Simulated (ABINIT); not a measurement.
Pb:

```
CELL_PARAMETERS angstrom
0.00000 2.47502 2.47502
2.47502 0.00000 2.47502
2.47502 2.47502 0.00000
ATOMIC_POSITIONS crystal
Pb 0.00000 0.00000 0.00000
```

Program: ABINIT 10.8.3 (patched build). Alike in all runs: task band structure; no spin polarisation; cell as given; k mesh 9 × 9 × 9; smearing fermi-dirac 0.05 eV.

Problem. Order these runs on this cell by their pressure, lowest first.
A. level HLE16; potentials or basis JTH PAW PBE v2.0 sp; cutoff (eV) 408; fine-grid cutoff 816.342 eV
B. level rSCAN; potentials or basis JTH PAW PBE v2.0 sp; cutoff (eV) 490; fine-grid cutoff 979.61 eV
C. level LDA-VWN; potentials or basis JTH PAW LDA v2.0 sp; cutoff (eV) 408; fine-grid cutoff 816.342 eV
D. level BLYP; potentials or basis JTH PAW PBE v2.0 sp; cutoff (eV) 408; fine-grid cutoff 816.342 eV

Solution. A (-10.3 GPa), C (-2.1 GPa), B (1.3 GPa), D (6.1 GPa).

Caveats: this set keeps more shells in the core, which shifts pressures and gaps; the PAW data sets were made with another functional, which shifts forces and pressure a little (some runs); the potentials were made for a functional far from this one (some runs); the potentials were made for another functional, which shifts forces and pressure (some runs).
